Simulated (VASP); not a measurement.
The system is CoO.

```
Co O
1.0
     2.82845    0.00000    0.00000
    -1.41423    2.44951    0.00000
     0.00000    0.00000    2.72172
Co O
1 1
Direct
  0.00000 0.00000 0.50000
  0.66667 0.33333 0.00000
```

The cell was built by a generator and needn't be a form met in nature.

| Quantity | Value |
| --- | --- |
| Program | VASP 6.6.1 |
| Task | relaxation of cell and atoms |
| Functional | vdW-DF-cx |
| Potentials or basis | VASP PAW PBE potentials, release 64 (Co, O) |
| Cutoff | 600 eV |
| k mesh | 8 × 8 × 7 |
| Occupations | fermi-dirac, width 0.05 eV |
| Spin | collinear spin, ferromagnetic start |
| Starting moments | [2.0, 0.0] μB |

At the start: pressure -8.9 GPa; volume 9.43 Å³/atom.

How do energy, volume and symmetry change on relaxing?

Over 8 steps the energy falls by 12.2 meV/atom and the volume is 9.00 Å³/atom (-4.6 %); space group P-6m2 (No. 187, to 0.05 Å); moment 3.00 μB per cell.

The path:
| step | energy change (eV) | largest force (eV/Å) | pressure (GPa) | volume (Å³) |
| --- | --- | --- | --- | --- |
| 1 | 0.0000 | 0.0001 | -8.89 | 18.86 |
| 2 | -0.0101 | 0.0000 | 7.62 | 17.47 |
| 3 | -0.0236 | 0.0001 | -0.32 | 18.04 |
| 4 | -0.0235 | 0.0001 | 0.14 | 18.02 |
| 5 | -0.0242 | 0.0000 | 0.24 | 18.00 |
| 6 | -0.0244 | 0.0000 | 0.30 | 17.98 |
| 7 | -0.0244 | 0.0000 | -0.32 | 18.03 |
| 8 | -0.0244 | 0.0000 | -0.02 | 18.00 |

Final structure:
```cif
data_structure
_symmetry_space_group_name_H-M 'P 1'
_symmetry_Int_Tables_number 1
_cell_length_a 2.7757
_cell_length_b 2.7757
_cell_length_c 2.6975
_cell_angle_alpha 90.000
_cell_angle_beta 90.000
_cell_angle_gamma 120.000
_cell_volume 18.00
loop_
_atom_site_label
_atom_site_type_symbol
_atom_site_fract_x
_atom_site_fract_y
_atom_site_fract_z
_atom_site_occupancy
Co1 Co 0.00000 0.00000 0.50000 1
O1 O 0.66667 0.33333 0.00000 1
```

Caveat: the PAW data sets were made with another functional, which shifts forces and pressure a little; a cell with one magnetic atom can't hold antiferromagnetic order, which such compounds often take.
